A crystal softens as it is stretched, and for modest changes of volume the softening roughly follows a power law. The bulk modulus $B$ measures resistance to a change of volume, and its slope $B'$ is the rise of $B$ per unit of pressure. A small expansion by the fraction $\mathrm{d}V/V$ lowers the pressure by $B\,\mathrm{d}V/V$, and so changes the modulus by

$$\frac{\mathrm{d}B}{B}=-B'\,\frac{\mathrm{d}V}{V}, \qquad\text{hence}\qquad B\propto V^{-B'}$$

if $B'$ stays constant. For rhodium $B'$ is about 5.1, so one per cent more volume should cost about five per cent of the stiffness.

The table asks a slightly different question. Nobody pulls on the metal; only the density functional is changed, and each functional then finds its own equilibrium volume. Can the modulus still be estimated from that volume alone?

FLEUR MaX-R8.1 (later development tree): all-electron FLAPW DFT for fcc rhodium, without spin polarisation, spin–orbit coupling or dispersion correction, with a 12 × 12 × 12 k mesh and Fermi–Dirac smearing of 0.05 eV. Equilibrium volume, bulk modulus and its pressure derivative (the slope) come from equation-of-state fits to energies at five to seven volumes.

| functional | equilibrium volume (Å³/atom) | bulk modulus (GPa) | bulk modulus slope |
| --- | --- | --- | --- |
| LDA | 13.215 | 319.9 | 5.100 |
| PBE | 14.037 | 258.9 | 5.100 |
| PBEsol | 13.498 | 297.0 | 5.110 |
| AM05 | 13.415 | 298.8 | 5.150 |
| WC | 13.600 | 292.5 | 5.090 |

The order suggests that it can. From LDA through AM05, PBEsol and WC to PBE, the equilibrium volume rises at every step and the bulk modulus falls. The slopes are nearly equal, and their small differences carry no trend worth explaining.

**A functional as an outward pull**

Take the LDA crystal as the starting point and write the energy of another functional as the LDA energy minus a gain $G(V)$. If $G$ grows on expansion, the new functional acts like an outward pull of strength $p=\mathrm{d}G/\mathrm{d}V$. The calculated energies show such a gain for all four gradient functionals. For PBE it is 178 meV per atom between 12.85 and 14.49 Å³, which amounts to a mean pull of about 17 GPa.

This pull accounts for the size of the shift. Dividing 17.4 GPa by the LDA modulus of 319.9 GPa gives an expansion of 5.4%, whereas PBE actually lies 6.2% above LDA. The crystal also softens while it gives way, and this more than closes the gap: with softening included, the estimated volume is 14.08 Å³, about 0.3% above the PBE value. Pull and volume come from the same energy curves, so their agreement shows that the picture is consistent, not that it has passed an independent test.

Theory supplies the reason for the pull. Gradient functionals lower the exchange energy where the density varies quickly compared with its own size. Expansion generally makes the density less uniform in this sense, so the expanded metal is expected to gain more. PBE rewards such variation more strongly than PBEsol, which fits their order here. The calculations give only total energies, however, and do not show where in the crystal the gain arises.

**Why the softening is milder than stretching**

If the pull were equally strong at every volume, it would move the crystal along the LDA curve without changing that curve's stiffness. The exponent would then be 5.1. For PBE this gives 235 GPa, about 9% below the calculated 258.9 GPa. Something in the functional must give part of the stiffness back.

The missing part is the fading of the pull. When the crystal expands, a pull that weakens lets it spring back more readily, and this counts as extra stiffness. Let the pull fade as $p\propto V^{-m}$. The modulus with the new functional is then

$$B_{\text{new}}(V)=B_{\text{LDA}}(V)-V\frac{\mathrm{d}p}{\mathrm{d}V}=B_{\text{LDA}}(V)+m\,p .$$

For a small expansion $x$ the pull is about $B_{\text{LDA}}\,x$, while stretching costs $B'B_{\text{LDA}}\,x$. The net loss is therefore $(B'-m)\,x$ as a fraction of the modulus, and the exponent drops from $B'$ to $B'-m$.

The curvature of the PBE energies, compared with that of LDA, gives $m\approx1.9$ and so an exponent near 3.2. This value is uncertain by some tenths, because it rests on a small difference between energies known to 1 meV. It nevertheless brings the PBE estimate to 263 GPa, much closer than plain stretching. For the other functionals the differences between these rounded energies are smaller still, too small to give each its own $m$.

A comparison at equal volume makes the same point. Carried to 13.67 Å³ with the power law and each row's own slope, the modulus is about 269 GPa for LDA and 296 GPa for PBE. Divided by the mean pull of 17.4 GPa, this difference of about 27 GPa gives $m\approx1.6$ and an exponent near 3.5. That is no forecast, since it uses the fitted PBE modulus, but it shows how far the rounded energies can shift $m$. LDA is thus not the stiffer functional in itself. Its high modulus in the table belongs to its compressed equilibrium volume.

**The rule and two estimates**

For use by hand, one exponent serves all four gradient functionals:

$$B\approx B_{\text{LDA}}\left(\frac{V_{\text{LDA}}}{V}\right)^{3.5}.$$

The exponent comes from a least-squares line through the LDA point, with the logarithm of the modulus ratio plotted against that of the volume ratio for the other four rows. Both examples below were part of this fit.

For PBE, the volume ratio is $13.215/14.037=0.941$. The power 3.5 is the cube times the square root, which gives $0.81$. Multiplying by 319.9 GPa yields 259 GPa, as in the table.

For AM05, percentages are enough. Its volume is 1.5% above that of LDA, so the modulus should fall by $3.5\times1.5\approx5.3\%$, to 303 GPa. The table has 298.8 GPa, so the estimate is 1.4% too high. The same shortcut is less suitable for PBE, where it comes out about 3% too low because the shift is large.

Over the four gradient functionals, the power law has a typical error of 1% of the modulus, and the largest is 1.6%, for AM05. The close hit on PBE proves little by itself, since this distant row largely fixes the slope. A fairer trial takes the exponent from AM05, PBEsol and WC alone; it then gives 260 GPa for PBE, still within 1%. Part of this agreement is luck, since these three rows taken singly would need exponents from 3.1 to 4.5.

The rule is too coarse to separate close neighbours. It puts AM05 about 6 GPa above PBEsol, whereas the calculated gap is under 2 GPa. One exponent assumes that every pull fades alike, and the moduli carried to 13.67 Å³ speak against this. There AM05 is only about 2 GPa stiffer than LDA, with a mean pull of 4.7 GPa, whereas PBEsol is about 9 GPa stiffer with a pull of 6.3 GPa. The AM05 pull thus seems to fade less, and so it gives back less of the stiffness.

In practice, first decide what changes the volume. If the functional changes and the pressure stays at zero, take 3.5% off the LDA modulus of rhodium for each per cent of added volume, and use the power law once the shift exceeds about 3%. The table tests it only up to a shift of about 6%. If real pressure compresses the metal within one functional, add about 5% to the modulus for each per cent of lost volume. For another metal the reasoning can be kept, but the exponent should be found afresh, from LDA and a gradient functional whose volume lies well away from it, as that of PBE does here. A close neighbour can mislead, as AM05 would here with an exponent of 4.5.
